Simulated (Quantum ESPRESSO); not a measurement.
# Pb (Fd-3m) in Quantum ESPRESSO: a series of runs

One crystal, Pb, is run at these levels: PBEsol; tasks: single point, equation of state.

Program: Quantum ESPRESSO 7.5. These are calculated values, not measurements. Logs are shortened: lines on timing, memory, paths and dates and some standing lists are left out, and cuts for length are marked.

### 1 Starting point

The structure is cubic, space group Fd-3m (No. 227). The conventional cell has a = 6.878 Å, b = 6.878 Å, c = 6.878 Å, α = 90.00°, β = 90.00°, γ = 90.00°. Around Pb (site symmetry -43m) lie 4 Pb at 2.98 Å.

This isn't the form of Pb at room conditions, which is fcc.

### 2 Single point, PBEsol, 38.23 Å³/atom

pw.in reads:

```
&CONTROL
  calculation = 'scf'
  prefix = 'pwscf'
  outdir = './tmp'
  pseudo_dir = './pseudo'
  tstress = .true.
  disk_io = 'nowf'
/
&SYSTEM
  ibrav = 0
  nat = 2
  ntyp = 1
  ecutwfc = 45
  ecutrho = 360
  nbnd = 21
  occupations = 'smearing'
  smearing = 'fd'
  degauss = 0.00367493
/
&ELECTRONS
  conv_thr = 4d-10
  electron_maxstep = 120
  mixing_beta = 0.5
/
ATOMIC_SPECIES
Pb   207.2000 pb_pbesol_v1.uspp.F.UPF
CELL_PARAMETERS angstrom
   0.0000000000    3.3687966822    3.3687966822
   3.3687966822    0.0000000000    3.3687966822
   3.3687966822    3.3687966822    0.0000000000
ATOMIC_POSITIONS crystal
Pb     0.2500000000    0.2500000000    0.2500000000
Pb     0.0000000000    0.0000000000    0.0000000000
K_POINTS automatic
7 7 7 0 0 0
```

Potentials or basis: GBRV 1.5 PBEsol.

Launch:

```console
$ OMP_NUM_THREADS=1 mpirun -n 2 pw.x -nk 2 -in pw.in > pw.out
```

pw.out:

```text
This program is part of the open-source Quantum ESPRESSO suite
     for quantum simulation of materials; please cite
[... 13 lines left out ...]
     --------------------
     sticks:   dense  smooth     PW     G-vecs:    dense   smooth      PW
     Sum        2017    1015    301                59535    20995    3479

     Using Slab Decomposition

     bravais-lattice index     =            0
     lattice parameter (alat)  =       9.0030  a.u.
     unit-cell volume          =     516.0015 (a.u.)^3
     number of atoms/cell      =            2
     number of atomic types    =            1
     number of electrons       =        28.00
     number of Kohn-Sham states=           21
     kinetic-energy cutoff     =      45.0000  Ry
     charge density cutoff     =     360.0000  Ry
     scf convergence threshold =      4.0E-10
     mixing beta               =       0.5000
     number of iterations used =            8  plain     mixing
     Exchange-correlation= SLA  PW   PSX  PSC
                           (   1   4  10   8   0   0   0)

     celldm(1)=   9.003029  celldm(2)=   0.000000  celldm(3)=   0.000000
     celldm(4)=   0.000000  celldm(5)=   0.000000  celldm(6)=   0.000000

     crystal axes: (cart. coord. in units of alat)
               a(1) = (   0.000000   0.707107   0.707107 )
               a(2) = (   0.707107   0.000000   0.707107 )
               a(3) = (   0.707107   0.707107   0.000000 )

     reciprocal axes: (cart. coord. in units 2 pi/alat)
               b(1) = ( -0.707107  0.707107  0.707107 )
               b(2) = (  0.707107 -0.707107  0.707107 )
               b(3) = (  0.707107  0.707107 -0.707107 )

     PseudoPot. # 1 for Pb read from file:
     pb_pbesol_v1.uspp.F.UPF
     Pseudo is Ultrasoft + core correction, Zval = 14.0
     Generated by new atomic code, or converted to UPF format
     Using radial grid of  899 points,  6 beta functions with:
                l(1) =   0
                l(2) =   0
                l(3) =   1
                l(4) =   1
                l(5) =   2
                l(6) =   2
     Q(r) pseudized with  6 coefficients,  rinner =    1.000   1.000   1.000
                                                       1.000   1.000

     atomic species   valence    mass     pseudopotential
     Pb               14.00   207.20000     Pb( 1.00)

     48 Sym. Ops., with inversion, found (24 have fractional translation)

   Cartesian axes

     site n.     atom                  positions (alat units)
         1        Pb     tau(   1) = (   0.3535534   0.3535534   0.3535534  )
         2        Pb     tau(   2) = (   0.0000000   0.0000000   0.0000000  )

     number of k points=    20  Fermi-Dirac smearing, width (Ry)=  0.0037
                       cart. coord. in units 2pi/alat
        k(    1) = (   0.0000000   0.0000000   0.0000000), wk =   0.0058309
        k(    2) = (   0.1010153   0.1010153  -0.1010153), wk =   0.0466472
        k(    3) = (   0.2020305   0.2020305  -0.2020305), wk =   0.0466472
        k(    4) = (   0.3030458   0.3030458  -0.3030458), wk =   0.0466472
        k(    5) = (   0.2020305  -0.0000000   0.0000000), wk =   0.0349854
        k(    6) = (   0.3030458   0.1010153  -0.1010153), wk =   0.1399417
[... 12 lines left out ...]
        k(   19) = (  -0.1010153  -0.5050763   0.7071068), wk =   0.1399417
        k(   20) = (  -0.0000000  -0.4040610   0.6060915), wk =   0.1399417

     Dense  grid:    59535 G-vectors     FFT dimensions: (  60,  60,  60)

     Smooth grid:    20995 G-vectors     FFT dimensions: (  40,  40,  40)

     Check: negative core charge=   -0.000003

     Initial potential from superposition of free atoms

     starting charge      27.9958, renormalised to      28.0000

     negative rho (up, down):  3.172E-02 0.000E+00
     Starting wfcs are   18 randomized atomic wfcs +    3 random wfcs

     Self-consistent Calculation

     iteration #  1     ecut=    45.00 Ry     beta= 0.50
     Davidson diagonalization with overlap
     ethr =  1.00E-02,  avg # of iterations =  5.0

     Threshold (ethr) on eigenvalues was too large:
     Diagonalizing with lowered threshold

     Davidson diagonalization with overlap
     ethr =  5.26E-05,  avg # of iterations =  4.5

     negative rho (up, down):  3.283E-02 0.000E+00

     total energy              =    -327.72743201 Ry
     estimated scf accuracy    <       0.01476422 Ry

     iteration #  2     ecut=    45.00 Ry     beta= 0.50
     Davidson diagonalization with overlap
     ethr =  5.27E-05,  avg # of iterations =  1.0

     negative rho (up, down):  3.394E-02 0.000E+00

     total energy              =    -327.72752197 Ry
     estimated scf accuracy    <       0.00253675 Ry

     iteration #  3     ecut=    45.00 Ry     beta= 0.50
     Davidson diagonalization with overlap
     ethr =  9.06E-06,  avg # of iterations =  1.6

     negative rho (up, down):  3.421E-02 0.000E+00

     total energy              =    -327.72766668 Ry
     estimated scf accuracy    <       0.00004765 Ry

     iteration #  4     ecut=    45.00 Ry     beta= 0.50
     Davidson diagonalization with overlap
     c_bands:  1 eigenvalues not converged
     ethr =  1.70E-07,  avg # of iterations = 11.1

     negative rho (up, down):  3.430E-02 0.000E+00

     total energy              =    -327.72771491 Ry
     estimated scf accuracy    <       0.00000478 Ry

     iteration #  5     ecut=    45.00 Ry     beta= 0.50
     Davidson diagonalization with overlap
     ethr =  1.71E-08,  avg # of iterations =  8.2

     negative rho (up, down):  3.431E-02 0.000E+00

     total energy              =    -327.72771766 Ry
     estimated scf accuracy    <       0.00000017 Ry

     iteration #  6     ecut=    45.00 Ry     beta= 0.50
     Davidson diagonalization with overlap
     ethr =  6.22E-10,  avg # of iterations = 10.9

     negative rho (up, down):  3.431E-02 0.000E+00

     total energy              =    -327.72771803 Ry
     estimated scf accuracy    <          6.9E-09 Ry

     iteration #  7     ecut=    45.00 Ry     beta= 0.50
     Davidson diagonalization with overlap
     ethr =  2.48E-11,  avg # of iterations =  7.5

     negative rho (up, down):  3.431E-02 0.000E+00

     total energy              =    -327.72771806 Ry
     estimated scf accuracy    <          7.9E-10 Ry

     iteration #  8     ecut=    45.00 Ry     beta= 0.50
     Davidson diagonalization with overlap
     ethr =  2.81E-12,  avg # of iterations =  4.5

     negative rho (up, down):  3.431E-02 0.000E+00

     End of self-consistent calculation

          k = 0.0000 0.0000 0.0000 (  2685 PWs)   bands (ev):

    -9.3774  -9.3774  -9.3774  -9.2891  -9.2891  -8.7851  -8.7851  -8.7851
    -8.7472  -8.7472  -3.6258   4.3033   8.3459   8.3459   8.3459  10.3680
    10.3680  10.3680  11.9435  15.6243  15.6244

          k = 0.1010 0.1010-0.1010 (  2655 PWs)   bands (ev):

    -9.3992  -9.3992  -9.3724  -9.2570  -9.2570  -8.8182  -8.8182  -8.7998
    -8.7195  -8.7195  -3.4368   3.5799   7.9454   7.9840   7.9840  10.8069
    10.8069  10.8083  13.1500  15.2019  15.2020

          k = 0.2020 0.2020-0.2020 (  2647 PWs)   bands (ev):

    -9.4231  -9.4231  -9.3609  -9.2135  -9.2135  -8.8526  -8.8526  -8.8332
    -8.6941  -8.6941  -2.9103   2.1245   7.3202   7.4481   7.4481  11.3616
    11.3616  12.3822  13.6342  15.2111  15.2111

          k = 0.3030 0.3030-0.3030 (  2617 PWs)   bands (ev):

    -9.4322  -9.4322  -9.3512  -9.1931  -9.1931  -8.8657  -8.8657  -8.8603
    -8.6837  -8.6837  -2.2734   0.8955   6.9817   7.1338   7.1338  11.5107
    11.5107  13.2909  14.5841  15.6218  15.6354

          k = 0.2020-0.0000 0.0000 (  2649 PWs)   bands (ev):

    -9.3978  -9.3940  -9.3940  -9.2619  -9.2226  -8.8894  -8.7737  -8.7575
    -8.7575  -8.7117  -3.3721   3.4119   7.4705   7.4705   9.0774   9.5184
    11.5221  11.5221  13.4071  14.0136  15.6269

          k = 0.3030 0.1010-0.1010 (  2634 PWs)   bands (ev):

    -9.4338  -9.4150  -9.3699  -9.2226  -9.1700  -8.9485  -8.8207  -8.7807
    -8.7166  -8.6821  -2.9488   2.3151   6.6354   6.9563   9.0416   9.9370
    12.2004  12.2301  13.9975  14.8684  15.6275

          k = 0.4041 0.2020-0.2020 (  2627 PWs)   bands (ev):

    -9.4599  -9.4329  -9.3315  -9.1829  -9.1487  -8.9621  -8.8656  -8.8388
    -8.6854  -8.6519  -2.2960   1.0565   5.9102   6.7334   8.6701  10.8667
    12.3042  12.7726  14.6098  15.6218  15.6228

          k =-0.2020-0.4041 0.4041 (  2610 PWs)   bands (ev):

    -9.4651  -9.4438  -9.3078  -9.1707  -9.1555  -8.9264  -8.9029  -8.8727
    -8.6665  -8.6482  -1.9896   0.5806   5.6114   6.8671   8.4730  11.2320
    12.0203  13.7762  14.9803  15.3464  15.6278

          k =-0.1010-0.3030 0.3030 (  2635 PWs)   bands (ev):

    -9.4474  -9.4443  -9.3228  -9.2053  -9.1587  -8.9124  -8.8893  -8.8402
    -8.6758  -8.6640  -2.5284   1.4571   5.8105   7.3143   8.4967  11.4045
    11.5790  12.6027  14.6461  14.7869  15.6259

          k =-0.0000-0.2020 0.2020 (  2623 PWs)   bands (ev):

    -9.4276  -9.4136  -9.3596  -9.2379  -9.2047  -8.8760  -8.8569  -8.7736
    -8.7282  -8.6821  -3.1311   2.7225   6.6083   7.8739   8.4752  10.7697
    10.9425  12.0565  14.2926  14.5294  14.8890

          k = 0.4041-0.0000 0.0000 (  2642 PWs)   bands (ev):

    -9.4275  -9.4275  -9.3888  -9.1861  -9.0982  -9.0465  -8.8482  -8.7387
    -8.6987  -8.6987  -2.6317   1.7467   6.4160   6.4160   8.7653   9.5252
    13.3771  13.3771  13.6996  15.6008  15.6309

          k = 0.5051 0.1010-0.1010 (  2623 PWs)   bands (ev):

    -9.4637  -9.4429  -9.3338  -9.1357  -9.1014  -9.0469  -8.9021  -8.8145
    -8.6701  -8.6467  -2.0222   0.7704   5.6541   6.1618   8.9567   9.8325
    12.9575  13.8166  15.5957  15.8946  16.5708

          k =-0.1010-0.5051 0.5051 (  2626 PWs)   bands (ev):

    -9.4910  -9.4539  -9.2764  -9.0906  -9.0876  -9.0556  -8.9575  -8.8799
    -8.6513  -8.6136  -1.4890   0.0792   4.9869   6.2838   8.9314  11.3982
    12.7214  13.4254  14.8980  15.6244  15.6269

          k = 0.0000-0.4041 0.4041 (  2628 PWs)   bands (ev):

    -9.4849  -9.4561  -9.2724  -9.1525  -9.0955  -8.9755  -8.9659  -8.8825
    -8.6485  -8.6246  -1.8960   0.5865   4.9715   6.7419   8.9662  12.2407
    12.2547  12.5777  14.6591  15.0491  15.6213

          k = 0.6061-0.0000 0.0000 (  2618 PWs)   bands (ev):

    -9.4515  -9.4515  -9.3223  -9.2018  -9.0769  -8.9585  -8.9563  -8.8295
    -8.6540  -8.6540  -1.4627   0.0424   5.8326   5.8326   8.5849   8.9536
    15.1042  15.1042  15.3474  15.6166  15.6769

          k =-0.0000-0.6061 0.6061 (  2622 PWs)   bands (ev):

    -9.4764  -9.4558  -9.2657  -9.2116  -9.0262  -9.0112  -8.9446  -8.8915
    -8.6467  -8.6264  -0.8751  -0.5948   5.3037   5.8784   8.7699   9.6685
    14.2777  14.8500  15.4766  15.6253  15.6799

          k = 0.4041 0.2020 0.0000 (  2629 PWs)   bands (ev):

    -9.4506  -9.4504  -9.3283  -9.1848  -9.1133  -9.0102  -8.8605  -8.8308
    -8.6701  -8.6601  -2.4360   1.3816   5.6839   6.6597   9.4911  10.0793
    12.0205  13.0645  14.9654  15.6078  15.6300

          k =-0.2020-0.4041 0.6061 (  2643 PWs)   bands (ev):

    -9.4817  -9.4588  -9.2756  -9.1421  -9.0902  -9.0262  -8.9219  -8.8868
    -8.6488  -8.6261  -1.7850   0.4300   5.1505   6.2955   9.4771  10.9557
    12.2731  13.3468  15.0014  15.6130  15.6229

          k =-0.1010-0.5051 0.7071 (  2630 PWs)   bands (ev):

    -9.4738  -9.4708  -9.2649  -9.1527  -9.0826  -8.9954  -8.9627  -8.8890
    -8.6339  -8.6310  -1.3660  -0.0443   5.3360   5.6726   9.7352   9.7826
    12.7953  14.2674  15.6195  15.6218  16.1798

          k =-0.0000-0.4041 0.6061 (  2628 PWs)   bands (ev):

    -9.4927  -9.4722  -9.2269  -9.1169  -9.0679  -9.0159  -9.0024  -8.9208
    -8.6311  -8.6099  -1.1364  -0.2880   4.9675   5.7358   9.8382  11.3755
    12.3976  12.6889  15.5970  15.6225  15.6734

     the Fermi energy is     7.9123 ev

!    total energy              =    -327.72771807 Ry
     estimated scf accuracy    <          4.8E-11 Ry
     smearing contrib. (-TS)   =      -0.00043946 Ry
     internal energy E=F+TS    =    -327.72727862 Ry

     The total energy is F=E-TS. E is the sum of the following terms:
     one-electron contribution =    -107.68796598 Ry
     hartree contribution      =      71.95731221 Ry
     xc contribution           =    -126.14753314 Ry
     ewald contribution        =    -165.84909170 Ry

     convergence has been achieved in   8 iterations

     Computing stress (Cartesian axis) and pressure

     negative rho (up, down):  3.431E-02 0.000E+00
          total   stress  (Ry/bohr**3)                   (kbar)     P=       25.88
   0.00017594   0.00000000  -0.00000000           25.88        0.00       -0.00
   0.00000000   0.00017594   0.00000000            0.00       25.88        0.00
   0.00000000   0.00000000   0.00017594            0.00        0.00       25.88

=------------------------------------------------------------------------------=
   JOB DONE.
=------------------------------------------------------------------------------=
```

Run time: 18 s. Hardware: 2 MPI ranks of Intel Xeon Platinum 8259CL at 2.50GHz (Skylake/Cascade Lake), shared host; peak memory 0.34 GiB.

What came out:

| Property | Result |
| --- | --- |
| Free energy | -4458.9628 eV |
| Pressure | 2.6 GPa |
| Band gap on the k mesh | none (metal or under the smearing width) |

### 3 Single point, PBEsol, 39.05 Å³/atom

pw.in: that of step 2 with these lines changed.

```diff
@@ -27,5 +27,5 @@
 CELL_PARAMETERS angstrom
-   0.0000000000    3.3687966822    3.3687966822
-   3.3687966822    0.0000000000    3.3687966822
-   3.3687966822    3.3687966822    0.0000000000
+   0.0000000000    3.3925213842    3.3925213842
+   3.3925213842    0.0000000000    3.3925213842
+   3.3925213842    3.3925213842    0.0000000000
 ATOMIC_POSITIONS crystal
```

Potentials or basis: GBRV 1.5 PBEsol.

Launch:

```console
$ OMP_NUM_THREADS=1 mpirun -n 2 pw.x -nk 2 -in pw.in > pw.out
```

Wall time 18 s (2 MPI ranks of Intel Xeon Platinum 8259CL at 2.50GHz (Skylake/Cascade Lake), shared host); peak memory 0.36 GiB.

It converged, with:

```
Free energy            : -4458.9853 eV
Pressure               : 1.7 GPa
Band gap on the k mesh : none (metal or under the smearing width)
```

### 4 Single point, PBEsol, 39.86 Å³/atom

pw.in: that of step 3 with these lines changed.

```diff
@@ -27,5 +27,5 @@
 CELL_PARAMETERS angstrom
-   0.0000000000    3.3925213842    3.3925213842
-   3.3925213842    0.0000000000    3.3925213842
-   3.3925213842    3.3925213842    0.0000000000
+   0.0000000000    3.4159188228    3.4159188228
+   3.4159188228    0.0000000000    3.4159188228
+   3.4159188228    3.4159188228    0.0000000000
 ATOMIC_POSITIONS crystal
```

Launch:

```console
$ OMP_NUM_THREADS=1 mpirun -n 2 pw.x -nk 2 -in pw.in > pw.out
```

It took 19 s on 2 MPI ranks of Intel Xeon Platinum 8259CL at 2.50GHz (Skylake/Cascade Lake), shared host; peak memory 0.36 GiB.

Results (log left out):

```yaml
Free_energy: -4458.9996 eV
Pressure: 1.0 GPa
Band_gap_on_the_k_mesh: none (metal or under the smearing width)
```

### 5 Single point, PBEsol, 40.67 Å³/atom

pw.in: that of step 4 with these lines changed.

```diff
@@ -27,5 +27,5 @@
 CELL_PARAMETERS angstrom
-   0.0000000000    3.4159188228    3.4159188228
-   3.4159188228    0.0000000000    3.4159188228
-   3.4159188228    3.4159188228    0.0000000000
+   0.0000000000    3.4390000555    3.4390000555
+   3.4390000555    0.0000000000    3.4390000555
+   3.4390000555    3.4390000555    0.0000000000
 ATOMIC_POSITIONS crystal
```

Launch:

```console
$ OMP_NUM_THREADS=1 mpirun -n 2 pw.x -nk 2 -in pw.in > pw.out
```

Wall time 20 s (2 MPI ranks of Intel Xeon Platinum 8259CL at 2.50GHz (Skylake/Cascade Lake), shared host); peak memory 0.36 GiB.

Results (log left out):

* Free energy: -4459.0066 eV
* Pressure: 0.3 GPa
* Band gap on the k mesh: none (metal or under the smearing width)

### 6 Single point, PBEsol, 41.49 Å³/atom

pw.in: that of step 5 with these lines changed.

```diff
@@ -27,5 +27,5 @@
 CELL_PARAMETERS angstrom
-   0.0000000000    3.4390000555    3.4390000555
-   3.4390000555    0.0000000000    3.4390000555
-   3.4390000555    3.4390000555    0.0000000000
+   0.0000000000    3.4617755540    3.4617755540
+   3.4617755540    0.0000000000    3.4617755540
+   3.4617755540    3.4617755540    0.0000000000
 ATOMIC_POSITIONS crystal
```

Potentials or basis: GBRV 1.5 PBEsol.

Launch:

```console
$ OMP_NUM_THREADS=1 mpirun -n 2 pw.x -nk 2 -in pw.in > pw.out
```

Wall time 20 s (2 MPI ranks of Intel Xeon Platinum 8259CL at 2.50GHz (Skylake/Cascade Lake), shared host); peak memory 0.36 GiB.

It converged, with:

| Item | Value |
| --- | --- |
| Free energy | -4459.0070 eV |
| Pressure | -0.3 GPa |
| Band gap on the k mesh | none (metal or under the smearing width) |

### 7 Single point, PBEsol, 42.30 Å³/atom

pw.in: that of step 6 with these lines changed.

```diff
@@ -27,5 +27,5 @@
 CELL_PARAMETERS angstrom
-   0.0000000000    3.4617755540    3.4617755540
-   3.4617755540    0.0000000000    3.4617755540
-   3.4617755540    3.4617755540    0.0000000000
+   0.0000000000    3.4842552460    3.4842552460
+   3.4842552460    0.0000000000    3.4842552460
+   3.4842552460    3.4842552460    0.0000000000
 ATOMIC_POSITIONS crystal
```

Launch:

```console
$ OMP_NUM_THREADS=1 mpirun -n 2 pw.x -nk 2 -in pw.in > pw.out
```

Wall time 19 s (2 MPI ranks of Intel Xeon Platinum 8259CL at 2.50GHz (Skylake/Cascade Lake), shared host); peak memory 0.36 GiB.

The run converged. Its results:

| Property | Result |
| --- | --- |
| Free energy | -4459.0016 eV |
| Pressure | -0.9 GPa |
| Band gap on the k mesh | none (metal or under the smearing width) |

### 8 Single point, PBEsol, 43.11 Å³/atom

pw.in: that of step 7 with these lines changed.

```diff
@@ -27,5 +27,5 @@
 CELL_PARAMETERS angstrom
-   0.0000000000    3.4842552460    3.4842552460
-   3.4842552460    0.0000000000    3.4842552460
-   3.4842552460    3.4842552460    0.0000000000
+   0.0000000000    3.5064485529    3.5064485529
+   3.5064485529    0.0000000000    3.5064485529
+   3.5064485529    3.5064485529    0.0000000000
 ATOMIC_POSITIONS crystal
```

Launch:

```console
$ OMP_NUM_THREADS=1 mpirun -n 2 pw.x -nk 2 -in pw.in > pw.out
```

Wall time 28 s (2 MPI ranks of Intel Xeon Platinum 8259CL at 2.50GHz (Skylake/Cascade Lake), shared host); peak memory 0.38 GiB.

It converged, with:

```
Free energy            : -4458.9909 eV
Pressure               : -1.3 GPa
Band gap on the k mesh : none (metal or under the smearing width)
```

### 9 Equation of state, PBEsol

Potentials or basis: GBRV 1.5 PBEsol.

No new run: the results of the series are fitted here.

Results:

| Property | Result |
| --- | --- |
| Equilibrium volume | 41.13 Å³/atom |
| Bulk modulus | 31 GPa |
| Pressure derivative of the bulk modulus | 4.7 |

Energy against volume, from the lowest point:
```csv
volume (Å³/atom),energy (meV/atom)
38.232,22.12
39.045,10.84
39.859,3.69
40.672,0.20
41.486,0.00
42.299,2.70
43.112,8.04
```

Spin-orbit coupling is left out, which matters for the levels of Pb.
